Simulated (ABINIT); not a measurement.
Wanted: the native input for an ABINIT 10.8.3 (patched build) run.

```
Task                : single point
Functional          : LDA
Potentials or basis : JTH PAW LDA v2.0
Cutoff              : 544 eV
k mesh              : 12 × 12 × 6
Occupations         : fermi-dirac, width 0.05 eV
Spin                : no spin polarisation
Fine-grid cutoff    : 1088.46 eV
```

The system is PtS2.

```
Pt S
1.0
     3.54320    0.00000    0.00000
    -1.77160    3.06850    0.00000
     0.00000    0.00000    5.03880
Pt S
1 2
Direct
  0.00000 0.00000 0.00000
  0.66667 0.33333 0.77300
  0.33333 0.66667 0.22700
```

The input as run:

run.abi

```
pp_dirpath "./"
pseudos "Pt.LDA_PW-JTH.xml, S.LDA_PW-JTH.xml"

acell 3*1.0
rprim
     6.6956776048     0.0000000000     0.0000000000
    -3.3478388024     5.7986269013     0.0000000000
     0.0000000000     0.0000000000     9.5219519968
ntypat 2
znucl 78 16
natom 3
typat 1 2 2
xcart
     0.0000000000     0.0000000000     0.0000000000
     1.7716000002     1.0228337368     3.8949924000
    -0.0000000002     2.0456674739     1.1438076000 Angstrom

ecut 544.227725 eV
pawecutdg 40.0

kptopt 1
ngkpt 12 12 6
nshiftk 1
shiftk 0.0 0.0 0.0

ixc 7

nband 15
occopt 3
tsmear 0.05 eV

nstep 100
tolvrs 1.0e-9

iomode 3
prtwf 0
prtden 0
prteig 0
prtebands 0
```

Potentials or basis: JTH PAW LDA v2.0.

Launch:

```console
$ abinit run.abi > log 2>&1
```

Results of the run:

```
Pressure                                              : 4.0 GPa
Largest force                                         : 0.878 eV/Å
Band gap on the k mesh                                : 0.71 eV, indirect (least direct gap 1.00 eV)
Valence electrons inside the program's atomic spheres : Pt 8.91; S 3.56
```

Caveat: spin-orbit coupling is left out, which moves the levels of the heavy elements.

Wall time 110 s on 1 thread of Arm Neoverse V2, on a shared host, peak memory 0.16 GiB.
